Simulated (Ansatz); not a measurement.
Input for Ansatz (plane-wave DFT, PAW):

```yaml
crystal:
  lattice:
    - [0.0, 2.84881544, 3.11485544]
    - [2.84881544, 0.0, 3.11485544]
    - [2.84881544, 2.84881544, 0.0]
  atoms:
    - { symbol: Ca, position: [0.0, 0.0, 0.0] }
    - { symbol: Se, position: [0.5, 0.5, 0.5] }
basis:
  ecutwfc: 420
kpoints:
  mp_grid: { grid: [8, 8, 8] }
hamiltonian:
  xc: pbesol
scf:
  occupations: { method: gaussian, width: 0.02 }
output:
  forces: true
  stress: true
  eigenvalues: true
```

Command:
```bash
ansatz run input.yaml --threads 1 --pin off --max-ram 1331MiB --backend cpu --events-out ev --progress --plain --runs-dir out
```

Level of theory: Ansatz 0.2.0, DFT PBEsol, scalar-relativistic, plane waves, PAW.

Part of what the program printed, abridged:

```
Pseudopotentials: kind: paw
Pseudopotential: Ca, paw, valence charge 10, recommended cutoff 420 eV (normal)
Pseudopotential: Se, paw, valence charge 16, recommended cutoff 420 eV (normal)
Functional definition: PBEsol
Crystal: 2 atoms, lattice volume = 50.559 Å³
Basis set: ecut = 420 eV, 959 PW (Γ), exchange–correlation on 60×60×54 points (8 copies of the dense FFT grid, shifted against one another)
Bands: 17, of which v1, the nominal top of the filled ones, is band 13 counted from 1 (12 counted from 0)
Symmetry: 16 space group operations
Space group: I4/mmm (ITA 139), of the structure as read, at distance tolerance 3.7e-5 Å
k-points: 59 of 512
Initial density: superposition of atomic densities (neutral atoms: chi_scale 0, normalization atom), corrected by the library's trained network
Initial wavefunctions: pseudopotential atomic-orbital guess
Functional: x = pbesol(κ = 0.804, μ = 0.12345679), c = pbesol(β = 0.046)
SCF iter   1: F=—  HF=-7221.966256 eV  |F-HF|=—  |Δ(HF+E_count)|=         —  Δρ=2.82e-3  dr2=5.40e-3  ethr=1.77e-3  ⟨swp⟩=7.4  Hψ=5999  notcnv=0
SCF iter   2: F=—  HF=-7221.964249 eV  |F-HF|=—  |Δ(HF+E_count)|=   2.01e-3  Δρ=1.03e-3  dr2=3.33e-4  ethr=2.08e-5  ⟨swp⟩=2.3  Hψ=2124  notcnv=0
SCF iter   3: F=—  HF=-7221.964272 eV  |F-HF|=—  |Δ(HF+E_count)|=   2.39e-5  Δρ=3.78e-4  dr2=4.60e-5  ethr=1.28e-6  ⟨swp⟩=2.0  Hψ=1665  notcnv=0
SCF iter   4: F=—  HF=-7221.964282 eV  |F-HF|=—  |Δ(HF+E_count)|=   1.00e-5  Δρ=1.00e-4  dr2=3.16e-6  ethr=1.77e-7  ⟨swp⟩=2.0  Hψ=1238  notcnv=0
SCF iter   5: F=-7221.964282 eV  HF=-7221.964283 eV  |F-HF|=6.28e-8  |Δ(HF+E_count)|=   6.50e-8  Δρ=1.09e-5  dr2=9.83e-8  ethr=1.21e-8  ⟨swp⟩=2.8  Hψ=1720  notcnv=0
SCF iter   6: F=-7221.964283 eV  HF=-7221.964283 eV  |F-HF|=1.33e-9  |Δ(HF+E_count)|=   1.69e-8  Δρ=2.75e-6  dr2=1.69e-9  ethr=3.78e-10  ⟨swp⟩=2.1  Hψ=3256  notcnv=0
SCF 1 converged in 6 iterations: F = -7221.964283 eV  dr2 = 1.69e-9
SCF converged after 6 iterations
Free energy (F): -7221.964283 eV
Harris-Foulkes:  -7221.964283 eV  (|F-HF|=1.33e-9)
Internal energy: -7221.964283 eV  (E = F + TS)
E sigma→0 (E₀):  -7221.964283 eV
Fermi energy:    8.192226 eV
--- Per-component energies (eV) ---
  E_band       = -506.491057
  E_kinetic    = 399.122122
  E_local      = -3188.952374  (includes V_loc(G=0)·N_el)
  E_nonlocal   = -529.170599
  E_hartree    = 1464.465718
  E_xc         = -240.903171
  E_vxc        = -270.735010  (∫ρ·V_xc dr)
  E_paw        = -2703.950435  (= ΣΔE_a)
  E_vpaw       = 154.312478  (= ΣTr[D̂ρ^β])
  E_aug_tail   = -0.000601  (compensation charges beyond the density's cutoff)
  E_ewald      = -2423.702188
  E_core_change = 1.127245  (= ΣΔE_core)
  E_smearing   =  0.000000  (= −TS)
--- Forces (eV/Å), atoms counted from 1 ---
  atom   1  Ca     0.00000000     0.00000000     0.00000000
  atom   2  Se     0.00000000     0.00000000     0.00000000
--- Stress (GPa, compression-positive) ---
        3.531537       0.000000       0.000000
        0.000000       3.531537       0.000000
        0.000000       0.000000      -4.213265
  P = ⅓ Tr σ = 0.9499 GPa (9.499 kbar)
--- Band table (eV; the first three rows and the last of 59) ---
  k-point 0: bands = ["-38.7295", "-38.7202", "-38.7202", "-38.7144", "-38.7070", "-32.2093", "-13.3090", "-13.2892", "-13.2892", "-4.6884", "7.1910", "7.2598", "7.2598", "10.2243", "10.4950", "11.1122", "11.1122"]
  k-point 1: bands = ["-38.7295", "-38.7202", "-38.7202", "-38.7144", "-38.7070", "-32.2081", "-13.3191", "-13.3028", "-13.2890", "-4.5857", "6.4314", "6.9457", "7.0026", "10.6090", "10.8916", "11.3023", "11.3602"]
  k-point 2: bands = ["-38.7295", "-38.7202", "-38.7202", "-38.7144", "-38.7069", "-32.2052", "-13.3656", "-13.3126", "-13.2884", "-4.3247", "5.1456", "6.4477", "6.5101", "10.8514", "11.5403", "11.7841", "12.4190"]
  k-point 58: bands = ["-38.7297", "-38.7201", "-38.7201", "-38.7144", "-38.7070", "-32.2008", "-13.3945", "-13.3168", "-13.3168", "-4.1580", "4.4599", "6.4967", "6.4967", "9.1457", "12.2126", "12.4835", "13.3105"]
```

Self-consistency was reached.